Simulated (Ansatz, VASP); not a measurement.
Two plane-wave programs on CuO

INCAR

```
  ALGO = Normal
  EDIFF = 1E-7
  ENCUT = 520
  GGA = PE
  ISIF = 2
  ISMEAR = -1
  LASPH = True
  LCHARG = False
  LREAL = False
  LWAVE = False
  NBANDS = 25
  NELM = 60
  PREC = Accurate
  SIGMA = 0.05
```

Contents of KPOINTS:

```
k-points
0
Gamma
  10 10 6
```

The input POSCAR:

```
CuO
1.0
    3.2418927181      0.0000000000      0.0000000000
   -1.6209463590      2.8075614535      0.0000000000
    0.0000000000      0.0000000000      4.5184047708
Cu O
2 2
Direct
    0.0000000000      0.0000000000      0.0000000000
    0.0000000000      0.0000000000      0.5000000000
    0.3333333333      0.6666666667      0.2500000000
    0.6666666667      0.3333333333      0.7500000000
```

The input input.yaml:

```yaml
crystal:
  lattice:
    - [3.2418927181, 0.0, 0.0]
    - [-1.620946359, 2.8075614535, 0.0]
    - [0.0, 0.0, 4.5184047708]
  atoms:
    - { symbol: Cu, position: [0.0, 0.0, 0.0] }
    - { symbol: Cu, position: [0.0, 0.0, 0.5] }
    - { symbol: O, position: [0.3333333333, 0.6666666667, 0.25] }
    - { symbol: O, position: [0.6666666667, 0.3333333333, 0.75] }
hamiltonian:
  xc: pbe
  pseudopotentials: { kind: paw }
kpoints:
  mp_grid: { grid: [10, 10, 6] }
scf:
  occupations: { method: fermi_dirac, width: 0.05 }
output:
  forces: true
  stress: true
  eigenvalues: true
  write_density: true
  write_potential: true
  elf: true
  volumetric_format: npy
```

Measurements of this composition are mostly on another form, of space group No. 15.

Alike in both runs: task single point; functional PBE; k mesh 10 × 10 × 6; occupations fermi-dirac, width 0.05 eV; no spin polarisation.

|  | VASP | Ansatz |
| --- | --- | --- |
| version | VASP 6.6.1 | Ansatz 0.2.0 |
| potentials or method | VASP PAW PBE potentials, release 64 (Cu, O) | Ansatz PAW |
| plane-wave cutoff (eV) | 520 | 420 |
| valence electrons in the cell | 34 | 50 |

```csv
,VASP,Ansatz,Ansatz less VASP
gap on the k mesh at the Fermi level (eV),none,none,-
pressure (GPa),-3.5,-3.7,-0.18
largest component of the traceless stress (GPa),27.10,26.91,-0.191
```

A gap of «none» marks a metal or a gap that the smearing closes. The two sets of potentials don't hold the same shells in valence.

Caveats: the run has no spin polarisation, though such a crystal can be magnetic; semilocal functionals often make such compounds metallic where correlation or magnetic order opens a gap, which also shifts bond lengths; the pressure holds a Pulay correction of +0.7 GPa for the finite cutoff (Ansatz).
